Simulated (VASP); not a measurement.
## AlN in VASP 6.6.1, single-point calculation

INCAR

```
ENCUT = 520
ISIF = 2
NSW = 0
IMIX = 1
SIGMA = 0.2
ISMEAR = 0
PREC = Accurate
NBANDS = 16
IBRION = -1
LWAVE = .FALSE.
MAGMOM = 2 2 -2 -2
LREAL = .FALSE.
NELM = 80
EDIFF = 1E-7
ISPIN = 2
LASPH = .TRUE.
AMIX = 0.2
GGA = PE
LCHARG = .FALSE.
```

KPOINTS

```
KPOINTS created by Atomic Simulation Environment
0
Gamma
12 12 6
0 0 0
```

POSCAR

```
Al N
 1.0000000000000000
     3.1066937601931870    0.0000000000000000    0.0000000000000000
    -1.5533468800965935    2.6904757181059007    0.0000000000000000
     0.0000000000000000    0.0000000000000000    5.1777352140000001
 Al  N
   2   2
Cartesian
 -0.0000000000000001  1.7936504787372676 -0.0023775009958713
  1.5533468800965937  0.8968252393686338  2.5864901060041290
 -0.0000000000000001  1.7936504787372676  1.9440282062458718
  1.5533468800965937  0.8968252393686338  4.5328958132458723
```

The recommended PBE PAW datasets give the neutral cell 16 valence electrons.

Command

```
mpirun -np 1 vasp_std
```

Problem. How does this run end, and what does it give?

Solution. It converged. Results: pressure -2.9 GPa; largest force 0.02 eV/Å; magnetic moment of the cell 0.00 μB.

OSZICAR

```
N       E                     dE             d eps       ncg     rms          rms(c)
DAV:   1     0.426628764831E+02    0.42663E+02   -0.72789E+03  4864   0.893E+02
DAV:   2    -0.286883853547E+02   -0.71351E+02   -0.65113E+02  6880   0.184E+02
DAV:   3    -0.321268073628E+02   -0.34384E+01   -0.34277E+01  6064   0.418E+01
DAV:   4    -0.321488042829E+02   -0.21997E-01   -0.21995E-01  6128   0.378E+00
DAV:   5    -0.321491014505E+02   -0.29717E-03   -0.29716E-03  6208   0.444E-01    0.152E+01
DAV:   6    -0.305310184439E+02    0.16181E+01   -0.28029E+00  5504   0.116E+01    0.829E+00
DAV:   7    -0.299728168515E+02    0.55820E+00   -0.12087E+00  6072   0.693E+00    0.507E+00
DAV:   8    -0.298140526799E+02    0.15876E+00   -0.25931E-01  6240   0.318E+00    0.366E+00
DAV:   9    -0.297646045165E+02    0.49448E-01   -0.65821E-02  6000   0.160E+00    0.283E+00
DAV:  10    -0.297472740141E+02    0.17331E-01   -0.17962E-02  6280   0.832E-01    0.229E+00
...
DAV:  35    -0.297359421111E+02   -0.11807E-05   -0.14139E-07  3976   0.319E-03    0.101E-02
DAV:  36    -0.297359429483E+02   -0.83712E-06   -0.10758E-07  3720   0.289E-03    0.825E-03
DAV:  37    -0.297359435412E+02   -0.59297E-06   -0.71668E-08  3760   0.235E-03    0.677E-03
DAV:  38    -0.297359439599E+02   -0.41869E-06   -0.49861E-08  3608   0.195E-03    0.557E-03
DAV:  39    -0.297359442548E+02   -0.29485E-06   -0.34778E-08  2760   0.161E-03    0.458E-03
DAV:  40    -0.297359444618E+02   -0.20706E-06   -0.24407E-08  2576   0.134E-03    0.378E-03
DAV:  41    -0.297359446069E+02   -0.14507E-06   -0.17072E-08  2512   0.112E-03    0.311E-03
DAV:  42    -0.297359447082E+02   -0.10127E-06   -0.11980E-08  2520   0.931E-04    0.257E-03
DAV:  43    -0.297359447786E+02   -0.70476E-07   -0.83909E-09  2520   0.775E-04
   1 F= -.29735945E+02 E0= -.29735945E+02  d E =-.138780E-10  mag=     0.0000
```

For comparison, a separate PBE run of the intended cell, on usual settings and not on those above, gives a gap of 3.94 eV on its mesh and a pressure of -2.9 GPa.
